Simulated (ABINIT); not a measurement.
**BaO (Fm-3m): G0W0 in ABINIT against the plane-wave cutoff**

How does the gap of BaO (Fm-3m) converge in the plane-wave cutoff?

Main program and level: ABINIT 10.8.3; PBE and many-body steps on it, plane waves.

The database entry behind the starting cell differs from later determinations by our own check (about 0.7 % short), so it need not match the best structure at ambient conditions.

### Step 1. Set-up

Symmetry: Fm-3m, No. 225, cubic system. The conventional cell has a = 5.500 Å, b = 5.500 Å, c = 5.500 Å, α = 90.00°, β = 90.00°, γ = 90.00°. Ba has 6 O at 2.75 Å nearest. Nearest to O lie 6 Ba at 2.75 Å. Farther neighbours and most contacts between anions are not listed.

Coordinates:

```cif
data_structure
_symmetry_space_group_name_H-M 'P 1'
_symmetry_Int_Tables_number 1
_cell_length_a 3.8891
_cell_length_b 3.8891
_cell_length_c 3.8891
_cell_angle_alpha 60.000
_cell_angle_beta 60.000
_cell_angle_gamma 60.000
_cell_volume 41.59
loop_
_atom_site_label
_atom_site_type_symbol
_atom_site_fract_x
_atom_site_fract_y
_atom_site_fract_z
_atom_site_occupancy
Ba1 Ba 0.00000 0.00000 0.00000 1
O2 O 0.50000 0.50000 0.50000 1
```

The cell and positions come from the Crystallography Open Database and are kept as given unless a step says otherwise. Spin-orbit coupling is left out unless a step names it.

### Step 2. Empty states on the mesh, 6×6×6 mesh, 283 bands

This step: ABINIT 10.8.3; DFT, PBE, plane waves, norm-conserving pseudopotentials.

The sums over transitions need many empty states on a uniform mesh; this step solves for them.

The input, run.abi:

```
acell 3*1.0 Angstrom
rprim 
  -0.000000000000 2.750000000000 2.750000000000
  2.750000000000 -0.000000000000 2.750000000000
  2.750000000000 2.750000000000 -0.000000000000
ntypat 2
znucl 56 8
natom 2
typat 1 2
xred 
  0.000000000000 0.000000000000 0.000000000000
  0.500000000000 0.500000000000 0.500000000000
pp_dirpath "pseudos"
pseudos "Ba.upf, O.upf"
ecut 36
ngkpt 6 6 6
nshiftk 1
shiftk 0 0 0
kptopt 1
chksymbreak 0
irdden 1
istwfk *1
nband 283
prtvol 0
optdriver 6
gwr_task "HDIAGO"
paral_kgb 0
occopt 1
indata_prefix "in"
outdata_prefix "out"
tmpdata_prefix "tmp"
```

Launch:

```bash
$ OMP_NUM_THREADS=1 mpirun -n 8 abinit run.abi > log
```

Numbers of over 12 decimals in the logs are rounded to 6 here.

Log:

```text
.Version 10.8.3 of ABINIT. v10.8.2 released Aug 2026.

 Symmetries : space group Fm -3 m (#225); Bravais cF (face-center cubic)
[... echo of the input left out ...]
== DATASET  1 ==================================================================
-   mpi_nproc: 8, omp_nthreads: 1 (-1 if OMP is not activated)

--- !DatasetInfo
iteration_state: {dtset: 1, }
dimensions: {natom: 2, nkpt: 16, mband: 283, nsppol: 1, nspinor: 1, nspden: 1, mpw: 2914, }
cutoff_energies: {ecut:  36.0, pawecutdg:  -1.0, }
[...]
Direct band gap semiconductor
 Fundamental gap:     1.938 (eV)
   VBM:     5.775 (eV) at k: [ 5.0000E-01,  5.0000E-01,  0.0000E+00]
   CBM:     7.713 (eV) at k: [ 5.0000E-01,  5.0000E-01,  0.0000E+00]
 Direct gap:         1.938 (eV) at k: [ 5.0000E-01,  5.0000E-01,  0.0000E+00]

== END DATASET(S) ==============================================================
================================================================================

 -outvars: echo values of variables after computation  --------
           etotal      0.0000000000E+00
            nband         283
             nkpt          16
          spgroup         225
 [... the other variables as echoed above ...]

 Calculation completed.
```

Elapsed: 35 s, on 8 MPI ranks of Intel Xeon Platinum 8488C (Sapphire Rapids), shared host; peak memory 4.2 GiB.

This step gave:

```
gap                                                           : 1.938 eV
k of the valence top                                          : 0.5, 0.5, 0
k of the conduction bottom                                    : 0.5, 0.5, 0
least direct gap                                              : 1.938 eV
k points computed                                             : 16
lowest point of the top converged band, above the valence top : 182.4928 eV
```

On this mesh the gap is 1.938 eV.

The density comes from a self-consistent run that is not shown.

### Step 3. Empty states on the mesh, 6×6×6 mesh, 83 bands

run.abi: that of step 2 with these lines changed.

```diff
@@ -14,3 +14,3 @@
 pseudos "Ba.upf, O.upf"
-ecut 36
+ecut 22
 ngkpt 6 6 6
@@ -22,3 +22,3 @@
 istwfk *1
-nband 283
+nband 83
 prtvol 0
```

Log:

```text
[banner, memory and clock lines left out]
.Version 10.8.3 of ABINIT. v10.8.2 released Aug 2026.

 Symmetries : space group Fm -3 m (#225); Bravais cF (face-center cubic)
[... echo of the input left out ...]
== DATASET  1 ==================================================================
-   mpi_nproc: 8, omp_nthreads: 1 (-1 if OMP is not activated)

--- !DatasetInfo
iteration_state: {dtset: 1, }
dimensions: {natom: 2, nkpt: 16, mband: 83, nsppol: 1, nspinor: 1, nspden: 1, mpw: 1411, }
cutoff_energies: {ecut:  22.0, pawecutdg:  -1.0, }
[...]
Integrated=    1.6000E+01

 === KS gaps after direct diagonalization ===
 Direct band gap semiconductor
 Fundamental gap:     1.927 (eV)
   VBM:     5.803 (eV) at k: [ 5.0000E-01,  5.0000E-01,  0.0000E+00]
   CBM:     7.731 (eV) at k: [ 5.0000E-01,  5.0000E-01,  0.0000E+00]
 Direct gap:         1.927 (eV) at k: [ 5.0000E-01,  5.0000E-01,  0.0000E+00]

== END DATASET(S) ==============================================================

 -outvars: echo values of variables after computation  --------
           etotal      0.0000000000E+00
            nband          83
             nkpt          16
          spgroup         225
 [... the other variables as echoed above ...]

 Calculation completed.
```

Run time: 7.6 s. Hardware: 8 MPI ranks; peak memory 0.87 GiB; 59 s of CPU time.

This step gave:

```
gap                                                           : 1.927 eV
k of the valence top                                          : 0.5, 0.5, 0
k of the conduction bottom                                    : 0.5, 0.5, 0
least direct gap                                              : 1.927 eV
k points computed                                             : 16
lowest point of the top converged band, above the valence top : 68.6199 eV
```

On this mesh the gap is 1.927 eV.

### Step 4. Empty states on the mesh, 6×6×6 mesh, 83 bands

run.abi: that of step 3 with these lines changed.

```diff
@@ -14,3 +14,3 @@
 pseudos "Ba.upf, O.upf"
-ecut 22
+ecut 29
 ngkpt 6 6 6
```

Log:

```text
[banner, memory and clock lines left out]
.Version 10.8.3 of ABINIT. v10.8.2 released Aug 2026.

 Symmetries : space group Fm -3 m (#225); Bravais cF (face-center cubic)
[... echo of the input left out ...]
== DATASET  1 ==================================================================
-   mpi_nproc: 8, omp_nthreads: 1 (-1 if OMP is not activated)

--- !DatasetInfo
iteration_state: {dtset: 1, }
dimensions: {natom: 2, nkpt: 16, mband: 83, nsppol: 1, nspinor: 1, nspden: 1, mpw: 2121, }
cutoff_energies: {ecut:  29.0, pawecutdg:  -1.0, }
[...]
Integrated=    1.6000E+01

 === KS gaps after direct diagonalization ===
 Direct band gap semiconductor
 Fundamental gap:     1.944 (eV)
   VBM:     5.771 (eV) at k: [ 5.0000E-01,  5.0000E-01,  0.0000E+00]
   CBM:     7.715 (eV) at k: [ 5.0000E-01,  5.0000E-01,  0.0000E+00]
 Direct gap:         1.944 (eV) at k: [ 5.0000E-01,  5.0000E-01,  0.0000E+00]

== END DATASET(S) ==============================================================

 -outvars: echo values of variables after computation  --------
           etotal      0.0000000000E+00
            nband          83
             nkpt          16
          spgroup         225
 [... the other variables as echoed above ...]

 Calculation completed.
```

Wall time 13 s (8 MPI ranks); peak memory 2.5 GiB.

This step gave:

```yaml
gap: 1.944 eV
k_of_the_valence_top: 0.5, 0.5, 0
k_of_the_conduction_bottom: 0.5, 0.5, 0
least_direct_gap: 1.944 eV
k_points_computed: 16
lowest_point_of_the_top_converged_band_above_the_valence_top: 68.6396 eV
```

On this mesh the gap is 1.944 eV.

### Step 5. Empty states on the mesh, 6×6×6 mesh, 81 bands

run.abi: that of step 4 with these lines changed.

```diff
@@ -14,3 +14,3 @@
 pseudos "Ba.upf, O.upf"
-ecut 29
+ecut 45
 ngkpt 6 6 6
@@ -20,10 +20,10 @@
 chksymbreak 0
+iscf -2
 irdden 1
 istwfk *1
-nband 83
+nband 81
+nbdbuf 6
+tolwfr 1e-09
+nstep 60
 prtvol 0
-optdriver 6
-gwr_task "HDIAGO"
-paral_kgb 0
-occopt 1
 indata_prefix "in"
```

Log:

```text
.Version 10.8.3 of ABINIT. v10.8.2 released Aug 2026.

 Symmetries : space group Fm -3 m (#225); Bravais cF (face-center cubic)
[... echo of the input left out ...]
== DATASET  1 ==================================================================
-   mpi_nproc: 8, omp_nthreads: 1 (-1 if OMP is not activated)

--- !DatasetInfo
iteration_state: {dtset: 1, }
dimensions: {natom: 2, nkpt: 16, mband: 81, nsppol: 1, nspinor: 1, nspden: 1, mpw: 4088, }
cutoff_energies: {ecut:  45.0, pawecutdg:  -1.0, }
[...]
2.61390    2.67998    2.67998    2.67998    2.89561    2.89561    2.89561    2.95228
   2.95228    2.97337    3.02660    3.02660    3.02660    3.13716    3.13736    3.13925
   3.16317
 prteigrs : prtvol=0 or 1, do not print more k-points.

== END DATASET(S) ==============================================================
================================================================================

 -outvars: echo values of variables after computation  --------
            nband          81
             nkpt          16
          spgroup         225
 [... the other variables as echoed above ...]

 Calculation completed.
```

The job ended after 19 s (8 MPI ranks; peak memory 0.73 GiB).

Numbers from this step:

```
gap                                                           : 1.938 eV
k of the valence top                                          : 0.5, 0.5, 0
k of the conduction bottom                                    : 0.5, 0.5, 0
least direct gap                                              : 1.938 eV
k points computed                                             : 16
lowest point of the top converged band, above the valence top : 68.6336 eV
```

On this mesh the gap is 1.938 eV.

### Step 6. Screening, 6×6×6 mesh, 75 bands, screening to 163.3 eV

The RPA dielectric matrix is built and inverted for each q.

This step: RPA screening on PBE, plane waves, norm-conserving pseudopotentials.

run.abi: that of step 5 with these lines changed.

```diff
@@ -14,3 +14,3 @@
 pseudos "Ba.upf, O.upf"
-ecut 45
+ecut 22
 ngkpt 6 6 6
@@ -20,10 +20,11 @@
 chksymbreak 0
-iscf -2
-irdden 1
 istwfk *1
-nband 81
-nbdbuf 6
-tolwfr 1e-09
-nstep 60
-prtvol 0
+occopt 1
+irdwfk 1
+optdriver 3
+nband 75
+ecuteps 6
+inclvkb 2
+awtr 1
+symchi 1
 indata_prefix "in"
```

Log:

```text
.Version 10.8.3 of ABINIT. v10.8.2 released Aug 2026.

 Symmetries : space group Fm -3 m (#225); Bravais cF (face-center cubic)
[... echo of the input left out ...]
== DATASET  1 ==================================================================
-   mpi_nproc: 8, omp_nthreads: 1 (-1 if OMP is not activated)

--- !DatasetInfo
iteration_state: {dtset: 1, }
dimensions: {natom: 2, nkpt: 16, mband: 75, nsppol: 1, nspinor: 1, nspden: 1, mpw: 1411, }
cutoff_energies: {ecut:  22.0, pawecutdg:  -1.0, }
electrons: {nelect:   1.60000000E+01, charge:   0.00000000E+00, occopt:   1.00000000E+00, tsmear:   1.00000000E-02, }

 SCREENING: Calculation of the susceptibility and dielectric matrices

 Based on a program developped by R.W. Godby, V. Olevano, G. Onida, and L. Reining.
 Incorporated in ABINIT by V. Olevano, G.-M. Rignanese, and M. Torrent.
.Using double precision arithmetic ; gwpc =  8

[... cell and pseudopotentials left out ...]
--------------------------------------------------------------------------------

 ==== K-mesh for the wavefunctions ====
 Number of points in the irreducible wedge :    16
[... list of points left out ...]
 Together with 48 symmetry operations and time-reversal symmetry
 yields   216 points in the full Brillouin Zone.

 ==== Q-mesh for the screening function ====
 Number of points in the irreducible wedge :    16
[... list of points left out ...]
 Together with 48 symmetry operations and time-reversal symmetry
 yields   216 points in the full Brillouin Zone.

 setmesh: FFT mesh size selected  =    24x   24x   24
          total number of points  =        13824

 vcoul_init : cutoff-mode = AUXILIARY_FUNCTION
 q-points for optical limit:   1
     1)      0.000010    0.000020    0.000030

- screening: taking advantage of time-reversal symmetry
- Maximum band index for partially occupied states nbvw = 8
- Remaining bands to be divided among processors   nbcw = 67
- Number of bands treated by each node ~8

 Number of electrons calculated from density =   16.0000; Expected =   16.0000
 average of density, n =  0.057003
 r_s =    1.6119
 omega_plasma =   23.0305 [eV]

 calculating chi0 at frequencies [eV] :
  1    0.000000E+00    0.000000E+00
  2    0.000000E+00    2.303049E+01

--------------------------------------------------------------------------------
  q-point number  1        q = ( 0.000000, 0.000000, 0.000000) [r.l.u.]
--------------------------------------------------------------------------------
[... chi0 elements left out ...]
 For q-point:  0.000010 0.000020 0.000030
  dielectric constant =   4.0338
  dielectric constant without local fields =   4.5136

  Average fulfillment of the sum rule on Im[epsilon] for q-point    1 :     74.60  [%]
[... wings left out ...]
  q-point number  2        q = ( 0.166667, 0.000000, 0.000000) [r.l.u.]
--------------------------------------------------------------------------------
[... chi0 elements left out ...]
  Average fulfillment of the sum rule on Im[epsilon] for q-point    2 :     92.59  [%]

 [... 14 further q-points ...]
```

The job ended after 31 s (8 MPI ranks; peak memory 1.2 GiB; 4 min of CPU time).

This step gave:

```yaml
eps_infinity_with_local_fields_on_this_mesh_along_the_program_s_q_direction: 4.034
the_same_without_local_fields: 4.514
plasma_frequency: 23.03 eV
plane_waves_in_the_screening_matrix: 181
```

Local fields lower ε∞ by 11 %.

### Step 7. 22 Ha

This step: G0W0 on PBE, plane waves, norm-conserving pseudopotentials.

run.abi: that of step 6 with these lines changed.

```diff
@@ -23,8 +23,17 @@
 irdwfk 1
-optdriver 3
+optdriver 4
 nband 75
+gwcalctyp 0
+ecutsigx 22
+symsigma 1
+nkptgw 2
+kptgw 
+  0.5000000000 0.5000000000 0.0000000000
+  0.0000000000 0.0000000000 0.0000000000
+bdgw 
+  6 10
+  6 12
 ecuteps 6
-inclvkb 2
-awtr 1
-symchi 1
+irdscr 1
+ppmodel 1
 indata_prefix "in"
```

Log:

```text
.Version 10.8.3 of ABINIT. v10.8.2 released Aug 2026.

 Symmetries : space group Fm -3 m (#225); Bravais cF (face-center cubic)
[... echo of the input left out ...]
== DATASET  1 ==================================================================
-   mpi_nproc: 8, omp_nthreads: 1 (-1 if OMP is not activated)

--- !DatasetInfo
iteration_state: {dtset: 1, }
dimensions: {natom: 2, nkpt: 16, mband: 75, nsppol: 1, nspinor: 1, nspden: 1, mpw: 1411, }
cutoff_energies: {ecut:  22.0, pawecutdg:  -1.0, }
electrons: {nelect:   1.60000000E+01, charge:   0.00000000E+00, occopt:   1.00000000E+00, tsmear:   1.00000000E-02, }

 SIGMA: Calculation of the GW corrections

 Based on a program developped by R.W. Godby, V. Olevano, G. Onida, and L. Reining.
 Incorporated in ABINIT by V. Olevano, G.-M. Rignanese, and M. Torrent.
.Using double precision arithmetic ; gwpc =  8

[... cell and pseudopotentials left out ...]
--------------------------------------------------------------------------------

 ==== K-mesh for the wavefunctions ====
 Number of points in the irreducible wedge :    16
[... list of points left out ...]
 Together with 48 symmetry operations and time-reversal symmetry
 yields   216 points in the full Brillouin Zone.

 ==== Q-mesh for screening function ====
 Number of points in the irreducible wedge :    16
[... list of points left out ...]
 Together with 48 symmetry operations and time-reversal symmetry
 yields   216 points in the full Brillouin Zone.

 vcoul_init : cutoff-mode = AUXILIARY_FUNCTION
 q-points for optical limit:   1
     1)      0.000010    0.000020    0.000030
 setmesh: FFT mesh size selected  =    32x   32x   32
          total number of points  =        32768

 Number of electrons calculated from density =   16.0000; Expected =   16.0000
 average of density, n =  0.057003
 r_s =    1.6119
 omega_plasma =   23.0305 [eV]

 === KS Band Gaps ===
  >>>> For spin  1
   Minimum direct gap =   1.9271 [eV], located at k-point      :   0.5000  0.5000  0.0000
   Fundamental gap    =   1.9271 [eV], Top of valence bands at :   0.5000  0.5000  0.0000
                                       Bottom of conduction at :   0.5000  0.5000  0.0000
 SIGMA fundamental parameters:
 PLASMON POLE MODEL  1
 number of plane-waves for SigmaX                 1411
 number of plane-waves for SigmaC and W            181
 number of plane-waves for wavefunctions          1411
 number of bands                                    75
 number of independent spin polarizations            1
 number of spinorial components                      1
 number of k-points in IBZ                          16
 number of q-points in IBZ                          16
 number of symmetry operations                      48
 number of k-points in BZ                          216
 number of q-points in BZ                          216
 number of frequencies for dSigma/dE                 9
 frequency step for dSigma/dE [eV]                0.25
 number of omega for Sigma on real axis              0
 max omega for Sigma on real axis  [eV]           0.00
 zcut for avoiding poles [eV]                     0.10

 EPSILON^-1 parameters (SCR file):
 dimension of the eps^-1 matrix on file            181
 dimension of the eps^-1 matrix used               181
 number of plane-waves for wavefunctions          1411
 number of bands                                    75
 number of q-points in IBZ                          16
 number of frequencies                               2
 number of real frequencies                          1
 number of imag frequencies                          1

 matrix elements of self-energy operator (all in [eV])

 Perturbative Calculation

--- !SelfEnergy_ee
iteration_state: {dtset: 1, }
kpoint     : [   0.500,    0.500,    0.000, ]
spin       : 1
KS_gap     :    1.927
QP_gap     :    2.820
Delta_QP_KS:    0.893
data: !SigmaeeData |
     Band     E0 <VxcDFT>   SigX SigC(E0)      Z dSigC/dE  Sig(E)    E-E0       E
        6   5.583 -18.514 -23.428   4.349   0.769  -0.300 -18.949  -0.435   5.148
        7   5.583 -18.514 -23.428   4.349   0.769  -0.300 -18.949  -0.435   5.148
        8   5.803 -18.521 -23.274   4.183   0.774  -0.293 -18.962  -0.441   5.362
        9   7.731  -8.676  -4.545  -3.598   0.847  -0.180  -8.224   0.452   8.182
       10  11.824 -11.580  -6.697  -3.821   0.836  -0.196 -10.692   0.888  12.712

--- !SelfEnergy_ee
iteration_state: {dtset: 1, }
kpoint     : [   0.000,    0.000,    0.000, ]
spin       : 1
KS_gap     :    4.094
QP_gap     :    4.970
Delta_QP_KS:    0.875
data: !SigmaeeData |
     Band     E0 <VxcDFT>   SigX SigC(E0)      Z dSigC/dE  Sig(E)    E-E0       E
        6   5.312 -18.372 -23.443   4.492   0.765  -0.307 -18.815  -0.443   4.869
[...]
10  10.494  -9.829  -4.991  -3.929   0.842  -0.188  -9.065   0.765  11.258
       11  10.494  -9.829  -4.991  -3.929   0.842  -0.188  -9.065   0.765  11.259
       12  10.494  -9.829  -4.991  -3.929   0.842  -0.188  -9.065   0.765  11.259

== END DATASET(S) ==============================================================
================================================================================

 -outvars: echo values of variables after computation  --------
           etotal      0.0000000000E+00
            nband          75
             nkpt          16
          spgroup         225
 [... the other variables as echoed above ...]

 Calculation completed.
```

The job ended after 6.3 s (8 MPI ranks; peak memory 1.3 GiB; 48 s of CPU time).

Numbers from this step:

- G0W0 gap on the points computed: 2.820 eV
- starting gap on the mesh: 1.927 eV
- k of the valence top: 0.5, 0.5, 0
- k of the conduction bottom: 0.5, 0.5, 0
- Z at the valence top: 0.774
- Z at the conduction bottom: 0.847
- least direct G0W0 gap on the computed points: 2.820 eV

(Continued in part 2 of 2.)

[Paths, hosts, dates, memory and timing lines, banners, echoed tables and standing remarks are left out of the program output.]

[Logs are printed without paths, hosts, clocks, repeated set-up lines and the standing remarks that a program may print on its own settings, such as how far it seeks lower states.]

[Runs of the session that timed out or met a known fault of the program may be left out.]

[Hosts, paths, dates, database ids (printed as entryN), source tags and the programs' standing remarks are cut or masked in the printed files.]

[G0W0 gaps are taken among the corrected bands and points alone; a level outside them can change the order at an edge.]

[Where Ansatz stands beside ABINIT at settings called matched, ABINIT's density can come from a denser mesh and the files from another edition; pairs whose starting gaps differed by over 0.03 eV were left out, so agreement reads better than it is.]
